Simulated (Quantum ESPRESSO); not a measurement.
# WC (F-43m) in Quantum ESPRESSO: reference runs

How does WC come out in PBE? The cell is run as given and disturbed.

Everything below comes from runs of Quantum ESPRESSO 7.5. Logs are shortened: lines on timing, memory, paths and dates and some standing lists are left out, and cuts for length are marked.

### 1 The crystal as given

Symmetry: F-43m, No. 216, cubic system. Conventional cell: a = 4.604 Å, b = 4.604 Å, c = 4.604 Å, α = 90.00°, β = 90.00°, γ = 90.00°. W (site symmetry -43m) has 4 C at 1.99 Å as nearest neighbours. Around C (site symmetry -43m) lie 4 W at 1.99 Å.

The cell was built by a generator and needn't be a form met in nature.

### 2 Single point, PBE

pw.in reads:

```
&CONTROL
  calculation = 'scf'
  prefix = 'pwscf'
  outdir = './tmp'
  pseudo_dir = './pseudo'
  tprnfor = .true.
  tstress = .true.
  disk_io = 'low'
/
&SYSTEM
  ibrav = 0
  nat = 2
  ntyp = 2
  ecutwfc = 55
  ecutrho = 440
  nbnd = 15
  occupations = 'smearing'
  smearing = 'fd'
  degauss = 0.00367493
/
&ELECTRONS
  conv_thr = 4d-10
  electron_maxstep = 120
  mixing_beta = 0.5
/
ATOMIC_SPECIES
W    183.8400 W_pbe_v1.2.uspp.F.UPF
C     12.0110 C.pbe-n-kjpaw_psl.1.0.0.UPF
CELL_PARAMETERS angstrom
   0.0000000000    2.3021091000    2.3021091000
   2.3021091000    0.0000000000    2.3021091000
   2.3021091000    2.3021091000    0.0000000000
ATOMIC_POSITIONS crystal
W      0.0000000000    0.0000000000    0.0000000000
C      0.7500000000    0.7500000000    0.7500000000
K_POINTS automatic
10 10 10 0 0 0
```

pp_density.in reads:

```
&INPUTPP
  prefix = 'pwscf'
  outdir = './tmp'
  filplot = 'density.dat'
  plot_num = 0
/
&PLOT
  nfile = 1
  filepp(1) = 'density.dat'
  iflag = 3
  output_format = 6
  fileout = 'density.cube'
/
```

pp_potential.in reads:

```
&INPUTPP
  prefix = 'pwscf'
  outdir = './tmp'
  filplot = 'potential.dat'
  plot_num = 11
/
&PLOT
  nfile = 1
  filepp(1) = 'potential.dat'
  iflag = 3
  output_format = 6
  fileout = 'potential.cube'
/
```

Potentials or basis: SSSP 1.3 efficiency PBE.

Started as:

```bash
> OMP_NUM_THREADS=1 pw.x -in pw.in > pw.out
> OMP_NUM_THREADS=1 pp.x -in pp_density.in > pp_density.out
> OMP_NUM_THREADS=1 pp.x -in pp_potential.in > pp_potential.out
```

pw.out:

```text
This program is part of the open-source Quantum ESPRESSO suite
     for quantum simulation of materials; please cite
         "P. Giannozzi et al., J. Phys.:Condens. Matter 21 395502 (2009);
         "P. Giannozzi et al., J. Phys.:Condens. Matter 29 465901 (2017);
         "P. Giannozzi et al., J. Chem. Phys. 152 154105 (2020);
     in publications or presentations arising from this work. More details at

     file C.pbe-n-kjpaw_psl.1.0.0.UPF: wavefunction(s)  2S 2P renormalized
     Message from routine setup:
     using ibrav=0 with symmetry is DISCOURAGED, use correct ibrav instead

     G-vector sticks info
     --------------------
     sticks:   dense  smooth     PW     G-vecs:    dense   smooth      PW
     Sum        1159     583    187                25749     9185    1639

     Using Slab Decomposition

     bravais-lattice index     =            0
     lattice parameter (alat)  =       6.1523  a.u.
     unit-cell volume          =     164.6661 (a.u.)^3
     number of atoms/cell      =            2
     number of atomic types    =            2
     number of electrons       =        18.00
     number of Kohn-Sham states=           15
     kinetic-energy cutoff     =      55.0000  Ry
     charge density cutoff     =     440.0000  Ry
     scf convergence threshold =      4.0E-10
     mixing beta               =       0.5000
     number of iterations used =            8  plain     mixing
     Exchange-correlation= SLA  PW   PBX  PBC
                           (   1   4   3   4   0   0   0)

     celldm(1)=   6.152332  celldm(2)=   0.000000  celldm(3)=   0.000000
     celldm(4)=   0.000000  celldm(5)=   0.000000  celldm(6)=   0.000000

     crystal axes: (cart. coord. in units of alat)
               a(1) = (   0.000000   0.707107   0.707107 )
               a(2) = (   0.707107   0.000000   0.707107 )
               a(3) = (   0.707107   0.707107   0.000000 )

     reciprocal axes: (cart. coord. in units 2 pi/alat)
               b(1) = ( -0.707107  0.707107  0.707107 )
               b(2) = (  0.707107 -0.707107  0.707107 )
               b(3) = (  0.707107  0.707107 -0.707107 )

     PseudoPot. # 1 for W  read from file:
     W_pbe_v1.2.uspp.F.UPF
     Pseudo is Ultrasoft + core correction, Zval = 14.0
     Generated by new atomic code, or converted to UPF format
     Using radial grid of  923 points,  8 beta functions with:
                l(1) =   0
                l(2) =   0
                l(3) =   0
                l(4) =   1
                l(5) =   1
                l(6) =   2
                l(7) =   2
                l(8) =   3
     Q(r) pseudized with  6 coefficients,  rinner =    1.350   1.350   1.350
                                                       1.350   1.350   1.350
                                                       1.350

     PseudoPot. # 2 for C  read from file:
     C.pbe-n-kjpaw_psl.1.0.0.UPF
     Pseudo is Projector augmented-wave + core cor, Zval =  4.0
     Generated using "atomic" code by A. Dal Corso  v.5.1
     Shape of augmentation charge: PSQ
     Using radial grid of 1073 points,  4 beta functions with:
                l(1) =   0
                l(2) =   0
                l(3) =   1
                l(4) =   1
     Q(r) pseudized with 0 coefficients

     atomic species   valence    mass     pseudopotential
     W                14.00   183.84000     W ( 1.00)
     C                 4.00    12.01100     C ( 1.00)

     24 Sym. Ops. (no inversion) found

   Cartesian axes

     site n.     atom                  positions (alat units)
         1        W      tau(   1) = (   0.0000000   0.0000000   0.0000000  )
         2        C      tau(   2) = (   1.0606602   1.0606602   1.0606602  )

     number of k points=    47  Fermi-Dirac smearing, width (Ry)=  0.0037
                       cart. coord. in units 2pi/alat
        k(    1) = (   0.0000000   0.0000000   0.0000000), wk =   0.0020000
        k(    2) = (   0.0707107   0.0707107  -0.0707107), wk =   0.0160000
        k(    3) = (   0.1414214   0.1414214  -0.1414214), wk =   0.0160000
        k(    4) = (   0.2121320   0.2121320  -0.2121320), wk =   0.0160000
        k(    5) = (   0.2828427   0.2828427  -0.2828427), wk =   0.0160000
        k(    6) = (  -0.3535534  -0.3535534   0.3535534), wk =   0.0080000
[... 39 lines left out ...]
        k(   46) = (  -0.0707107  -0.3535534   0.6363961), wk =   0.0480000
        k(   47) = (  -0.7071068   0.2828427   0.0000000), wk =   0.0240000

     Dense  grid:    25749 G-vectors     FFT dimensions: (  45,  45,  45)

     Smooth grid:     9185 G-vectors     FFT dimensions: (  30,  30,  30)

     Initial potential from superposition of free atoms

     starting charge      17.8996, renormalised to      18.0000

     negative rho (up, down):  6.337E-02 0.000E+00
     Starting wfcs are   17 randomized atomic wfcs

     Self-consistent Calculation

     iteration #  1     ecut=    55.00 Ry     beta= 0.50
     Davidson diagonalization with overlap
     ethr =  1.00E-02,  avg # of iterations =  3.7

     negative rho (up, down):  6.484E-02 0.000E+00

     total energy              =    -177.26173912 Ry
     estimated scf accuracy    <       0.66656039 Ry

     iteration #  2     ecut=    55.00 Ry     beta= 0.50
     Davidson diagonalization with overlap
     ethr =  3.70E-03,  avg # of iterations =  2.0

     negative rho (up, down):  6.655E-02 0.000E+00

     total energy              =    -177.46285625 Ry
     estimated scf accuracy    <       0.20155092 Ry

     iteration #  3     ecut=    55.00 Ry     beta= 0.50
     Davidson diagonalization with overlap
     ethr =  1.12E-03,  avg # of iterations =  1.4

     negative rho (up, down):  6.754E-02 0.000E+00

     total energy              =    -177.50026387 Ry
     estimated scf accuracy    <       0.00214367 Ry

     iteration #  4     ecut=    55.00 Ry     beta= 0.50
     Davidson diagonalization with overlap
     ethr =  1.19E-05,  avg # of iterations =  3.0
[... 28 lines left out ...]
     negative rho (up, down):  6.797E-02 0.000E+00

     total energy              =    -177.50060868 Ry
     estimated scf accuracy    <       0.00000010 Ry

     iteration #  8     ecut=    55.00 Ry     beta= 0.50
     Davidson diagonalization with overlap
     ethr =  5.82E-10,  avg # of iterations =  1.4

     negative rho (up, down):  6.797E-02 0.000E+00

     total energy              =    -177.50060868 Ry
     estimated scf accuracy    <       0.00000001 Ry

     iteration #  9     ecut=    55.00 Ry     beta= 0.50
     Davidson diagonalization with overlap
     ethr =  5.64E-11,  avg # of iterations =  2.1

     negative rho (up, down):  6.796E-02 0.000E+00

     End of self-consistent calculation

          k = 0.0000 0.0000 0.0000 (  1139 PWs)   bands (ev):

   -56.8926 -21.0489 -21.0489 -21.0489   3.6390  11.7896  11.7896  11.7896
    17.7540  17.7540  20.6377  25.6923  25.6923  25.6923  32.4958

          k = 0.0707 0.0707-0.0707 (  1137 PWs)   bands (ev):

   -56.8908 -21.0872 -21.0546 -21.0546   3.8438  11.6312  11.8973  11.8973
    17.6397  17.6397  21.0991  25.3714  25.8743  25.8743  30.6954

          k = 0.1414 0.1414-0.1414 (  1134 PWs)   bands (ev):

   -56.8859 -21.1861 -21.0693 -21.0693   4.3828  11.3596  12.1543  12.1543
    17.4993  17.4993  21.9232  24.9166  25.9263  25.9263  28.0089

          k = 0.2121 0.2121-0.2121 (  1131 PWs)   bands (ev):

   -56.8799 -21.3061 -21.0874 -21.0874   5.0337  11.3389  12.3981  12.3981
    17.6876  17.6876  21.4209  24.9109  25.1223  25.1223  26.8408

          k = 0.2828 0.2828-0.2828 (  1149 PWs)   bands (ev):

   -56.8750 -21.4014 -21.1019 -21.1019   5.5125  11.7076  12.5155  12.5155
    18.2788  18.2788  19.8947  23.8168  23.8168  24.1382  28.4330

          k =-0.3536-0.3536 0.3536 (  1158 PWs)   bands (ev):

   -56.8732 -21.4375 -21.1075 -21.1075   5.6747  12.0057  12.5398  12.5398
    18.6994  18.6994  19.0951  23.1085  23.1085  23.8512  29.4956

          k = 0.1414-0.0000 0.0000 (  1147 PWs)   bands (ev):
[... 99 lines left out ...]
          k =-0.0000-0.4243 0.4243 (  1131 PWs)   bands (ev):

   -56.8698 -21.3411 -21.2678 -21.1320   6.1745  11.7517  12.5082  13.4477
    16.7198  17.4450  20.3241  22.7550  24.1622  28.0167  28.3003

          k = 0.5657-0.0000 0.0000 (  1134 PWs)   bands (ev):

   -56.8692 -21.3878 -21.1823 -21.1823   6.2291  10.0661  14.4698  14.4698
    15.2966  19.2880  20.9356  21.5911  21.5911  28.4597  31.4307

          k =-0.0707-0.6364 0.6364 (  1134 PWs)   bands (ev):

   -56.8674 -21.4043 -21.2074 -21.1879   6.4083  10.1856  14.5581  14.6965
    15.6324  19.2098  19.4612  21.3229  21.8657  29.6810  31.3933

          k = 0.0000-0.5657 0.5657 (  1144 PWs)   bands (ev):

   -56.8670 -21.3831 -21.2507 -21.1771   6.4570  10.6255  14.4268  14.5491
    15.1203  18.6256  19.3849  22.0763  22.4178  29.9313  30.6968

          k =-0.7071 0.0000 0.0000 (  1138 PWs)   bands (ev):

   -56.8667 -21.4216 -21.1963 -21.1963   6.4529  10.0056  15.0060  15.0060
    15.5419  19.4863  19.8263  20.7537  20.7537  30.7525  31.2258

          k = 0.2828 0.1414 0.0000 (  1132 PWs)   bands (ev):

   -56.8821 -21.2239 -21.1168 -21.0848   4.8260  10.9981  12.4717  12.5448
    16.5624  18.2143  22.3322  24.6362  25.1066  26.0313  28.5811

          k = 0.3536 0.2121-0.0707 (  1128 PWs)   bands (ev):

   -56.8768 -21.3082 -21.1505 -21.1022   5.4106  11.0803  12.5180  12.8836
    16.6959  18.6071  20.8253  24.0017  25.5292  25.6698  27.8985

          k =-0.2828-0.4243 0.5657 (  1136 PWs)   bands (ev):

   -56.8726 -21.3784 -21.1706 -21.1206   5.8435  11.5595  12.3922  13.1053
    17.2906  18.5843  19.5113  23.1247  24.5320  25.6585  28.9644

          k =-0.2121-0.3536 0.4950 (  1132 PWs)   bands (ev):

   -56.8709 -21.4053 -21.1768 -21.1287   5.9910  11.9892  12.2387  13.1861
    17.3412  18.5164  19.2227  23.3456  23.4032  25.4993  29.9850

          k = 0.4243 0.1414-0.0000 (  1134 PWs)   bands (ev):

   -56.8748 -21.3137 -21.1643 -21.1338   5.6471  10.5974  12.9871  13.4412
    16.0089  18.8377  21.0778  23.3685  24.7588  26.2937  29.0328

          k =-0.2121-0.4950 0.6364 (  1137 PWs)   bands (ev):

   -56.8710 -21.3576 -21.2026 -21.1503   6.0587  10.9144  12.8397  13.8341
    16.4338  18.6846  19.7278  22.5867  24.3452  27.2674  29.2301

          k =-0.1414-0.4243 0.5657 (  1133 PWs)   bands (ev):
[... 9 lines left out ...]
          k = 0.0000-0.2828 0.4243 (  1135 PWs)   bands (ev):

   -56.8726 -21.3367 -21.2122 -21.1212   5.8869  11.3927  12.3039  13.3776
    16.7746  18.4528  19.8657  23.2073  24.9956  27.0127  28.0356

          k =-0.1414-0.5657 0.7071 (  1124 PWs)   bands (ev):

   -56.8690 -21.3785 -21.2023 -21.1789   6.2646  10.3938  13.6689  14.4925
    15.8458  18.8957  19.8371  21.7577  23.0998  28.5320  30.4435

          k =-0.0707-0.4950 0.6364 (  1137 PWs)   bands (ev):

   -56.8674 -21.3739 -21.2449 -21.1830   6.4306  10.8037  13.5564  14.6947
    15.5712  18.3992  19.5194  21.8360  23.1907  29.3701  30.6634

          k = 0.0000-0.4243 0.5657 (  1142 PWs)   bands (ev):

   -56.8676 -21.3423 -21.2871 -21.1677   6.4122  11.3516  13.0043  14.5233
    15.3642  18.0834  19.8423  22.3436  23.4951  29.2202  29.6302

          k =-0.7071 0.1414 0.0000 (  1136 PWs)   bands (ev):

   -56.8667 -21.4018 -21.2167 -21.1972   6.4734  10.3381  14.4588  14.8011
    15.6103  18.6139  19.6276  21.0922  22.2770  30.6616  31.0340

          k =-0.1414-0.4243 0.7071 (  1135 PWs)   bands (ev):

   -56.8683 -21.3533 -21.2528 -21.1715   6.3418  11.2904  12.6384  14.5302
    15.8768  18.0578  19.8523  22.1377  23.9501  28.8751  29.3832

          k =-0.0707-0.3536 0.6364 (  1130 PWs)   bands (ev):

   -56.8673 -21.3428 -21.2779 -21.1826   6.4448  11.5549  12.6126  14.7351
    15.3957  18.1568  19.6115  22.1460  23.7680  29.0975  30.4537

          k =-0.7071 0.2828 0.0000 (  1138 PWs)   bands (ev):

   -56.8667 -21.3531 -21.2665 -21.1988   6.5070  11.1933  13.2057  14.5294
    15.6821  18.0252  19.6626  21.6560  23.6255  30.5223  30.7230

     the Fermi energy is    17.8219 ev

!    total energy              =    -177.50060868 Ry
     estimated scf accuracy    <          2.3E-10 Ry
     smearing contrib. (-TS)   =      -0.00046359 Ry
     internal energy E=F+TS    =    -177.50014509 Ry

     The total energy is F=E-TS. E is the sum of the following terms:
     one-electron contribution =     -25.64410741 Ry
     hartree contribution      =      22.28073030 Ry
     xc contribution           =     -45.92484868 Ry
     ewald contribution        =    -122.03687004 Ry
     one-center paw contrib.   =      -6.17504926 Ry

     convergence has been achieved in   9 iterations

     negative rho (up, down):  6.796E-02 0.000E+00

     Forces acting on atoms (cartesian axes, Ry/au):

     atom    1 type  1   force =     0.00000000    0.00000000   -0.00000000
     atom    2 type  2   force =    -0.00000000   -0.00000000    0.00000000

     Total force =     0.000000     Total SCF correction =     0.000000

     Computing stress (Cartesian axis) and pressure

     negative rho (up, down):  6.796E-02 0.000E+00
          total   stress  (Ry/bohr**3)                   (kbar)     P=      189.04
   0.00128510  -0.00000000  -0.00000000          189.04       -0.00       -0.00
  -0.00000000   0.00128510  -0.00000000           -0.00      189.04       -0.00
  -0.00000000  -0.00000000   0.00128510           -0.00       -0.00      189.04

=------------------------------------------------------------------------------=
   JOB DONE.
=------------------------------------------------------------------------------=
```

It took 22 s on 1 thread of Arm Neoverse V1, shared host; peak memory 0.22 GiB.

What came out:

```
Free energy            : -2415.0188 eV
Pressure               : 18.9 GPa
Band gap on the k mesh : none (metal or under the smearing width)
```

Levels at points of the mesh, in eV from the Fermi level:
```
             k point  band 7  band 8  band 9  band 10  band 11  band 12
  (0.00, 0.00, 0.00)   -6.03   -6.03   -0.07    -0.07     2.82     7.87
 (0.00, 0.00, -0.50)   -5.28   -5.28    0.88     0.88     1.27     5.29
(0.00, -0.50, -0.50)   -2.82   -2.82   -2.28     1.66     2.00     2.93
```

Caveat: so large a pressure means that the cell lies far from this level's equilibrium, or that cutoff or potentials fall short.

### 3 Single point, PBE (atoms moved at random, drawn with an rms of 0.05 Å)

pw.in, as its differences from that of step 2:

```diff
@@ -7,3 +7,3 @@
   tstress = .true.
-  disk_io = 'low'
+  disk_io = 'nowf'
 /
@@ -33,4 +33,4 @@
 ATOMIC_POSITIONS crystal
-W      0.0000000000    0.0000000000    0.0000000000
-C      0.7500000000    0.7500000000    0.7500000000
+W     -0.0200050000   -0.0053940000    0.0089470000
+C      0.7474570000    0.7627780000    0.7477320000
 K_POINTS automatic
```

Potentials or basis: SSSP 1.3 efficiency PBE.

Started as:

```bash
> OMP_NUM_THREADS=1 pw.x -in pw.in > pw.out
```

Run time: 2.4 min. Hardware: 1 thread of Arm Neoverse V1, shared host; peak memory 0.34 GiB.

It converged, with:

```
Free energy            : -2414.9456 eV
Pressure               : 20.1 GPa
Largest force          : 1.725 eV/Å
Band gap on the k mesh : none (metal or under the smearing width)
```

Forces in eV/Å, atoms in the order of the input:
```
W    0.394  0.369  1.638
C   -0.394 -0.369 -1.638
```

Stress tensor (GPa, compression positive):
```
20.65 12.59  2.45
12.59 20.66  2.67
 2.45  2.67 19.12
```

Levels at points of the mesh, in eV from the Fermi level:
```
             k point  band 7  band 8  band 9  band 10  band 11  band 12
  (0.00, 0.00, 0.00)   -6.01   -5.81   -0.04    -0.04     2.80     7.21
 (0.00, 0.00, -0.50)   -5.28   -5.00    0.59     1.13     1.16     4.82
(0.00, -0.50, -0.50)   -2.91   -2.78   -2.15     1.68     2.07     2.89
  (0.50, 0.50, 0.50)   -5.11   -4.91    0.63     0.90     1.08     4.61
 (-0.50, 0.00, 0.00)   -5.52   -5.30    0.69     1.09     1.69     5.47
 (0.00, -0.50, 0.00)   -5.52   -5.31    0.70     1.09     1.70     5.49
(-0.50, 0.00, -0.50)   -2.91   -2.78   -2.15     1.68     2.07     2.90
(-0.50, -0.50, 0.00)   -3.04   -2.53   -2.29     1.69     2.12     2.69
```
